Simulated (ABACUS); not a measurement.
Ti:

```
CELL_PARAMETERS angstrom
-1.64100 1.64100 1.64100
1.64100 -1.64100 1.64100
1.64100 1.64100 -1.64100
ATOMIC_POSITIONS crystal
Ti 0.00000 0.00000 0.00000
```

This isn't the form of Ti at room conditions, which is hcp.

| Quantity | Value |
| --- | --- |
| Program | ABACUS 3.10.1 |
| Task | single point |
| Functional | PBE |
| Potentials or basis | PseudoDojo NC SR 0.4.1 PBE standard |
| Cutoff | 1143 eV |
| Density cutoff | 4572 eV |
| Basis | plane waves |
| k mesh | 11 × 11 × 11 |
| Occupations | fermi-dirac, width 0.05 eV |
| Spin | no spin polarisation |

On this cell: pressure -2.3 GPa; band gap on the k mesh none (metal or under the smearing width).

The same run follows on a disturbed copy (cell strained at random at fixed volume):

```
Ti
1.0
    -1.66514    1.66141    1.59911
     1.68039   -1.70507    1.65802
     1.60454    1.64447   -1.64278
Ti
1
Direct
  0.99280 0.00712 0.00682
```

Question: What changes?

Answer: The energy (extrapolated to zero smearing) moves by +2.6 meV/atom; pressure -2.3 GPa; band gap on the k mesh none (metal or under the smearing width).

Stress tensor (GPa, compression positive):
```
-2.31  1.32 -0.59
 1.32 -1.92  0.98
-0.59  0.98 -2.72
```
